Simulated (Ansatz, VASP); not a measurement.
## Two plane-wave programs on Na

INCAR

```
SYSTEM = Na
PREC = Accurate
ENCUT = 520
EDIFF = 1E-7
ISMEAR = -1
SIGMA = 0.1
LREAL = .False.
LASPH = .True.
NELM = 80
ALGO = Normal
ISIF = 2
LWAVE = .False.
LCHARG = .False.
GGA = PE
NBANDS = 14
```

File KPOINTS:

```
Automatic mesh
0
Gamma
  8 8 8
  0 0 0
```

The input POSCAR:

```
Na
1.0
    0.0000000000      3.6814021550      3.6814021550
    3.6814021550      0.0000000000      3.6814021550
    3.6814021550      3.6814021550      0.0000000000
Na
2
Direct
    0.1250000000      0.1250000000      0.1250000000
    0.8750000000      0.8750000000      0.8750000000
```

Input for Ansatz:

```yaml
crystal:
  lattice:
    - [0.0, 3.681402155, 3.681402155]
    - [3.681402155, 0.0, 3.681402155]
    - [3.681402155, 3.681402155, 0.0]
  atoms:
    - { symbol: Na, position: [0.125, 0.125, 0.125] }
    - { symbol: Na, position: [0.875, 0.875, 0.875] }
hamiltonian:
  xc: pbe
  pseudopotentials:
    kind: paw
    azcp:
      Na: "pseudopotentials/Na.paw.azcp"
basis:
  ecutwfc: 420
  fft_grid_basis: typed
kpoints:
  mp_grid: { grid: [8, 8, 8], shift: [0, 0, 0] }
magnetization:
  spin_polarized: false
scf:
  occupations: { method: fermi_dirac, width: 0.1 }
  lower_state_search: "off"
output:
  stress: true
```

Alike in both runs: task single point; functional PBE; k mesh 8 × 8 × 8; occupations fermi-dirac, width 0.1 eV; no spin polarisation.

|  | VASP | Ansatz |
| --- | --- | --- |
| version | VASP 6.6.1 | Ansatz 0.2.0 |
| potentials or method | VASP PAW PBE potentials, release 64 (Na_pv) | plane waves (420 eV) with PAW, scalar-relativistic |
| plane-wave cutoff (eV) | 520 | 420 |
| valence electrons in the cell | 14 | 18 |

```tsv
	VASP	Ansatz	Ansatz less VASP
pressure (GPa)	0.3	0.3	0.00
```

The two sets of potentials don't hold the same shells in valence.
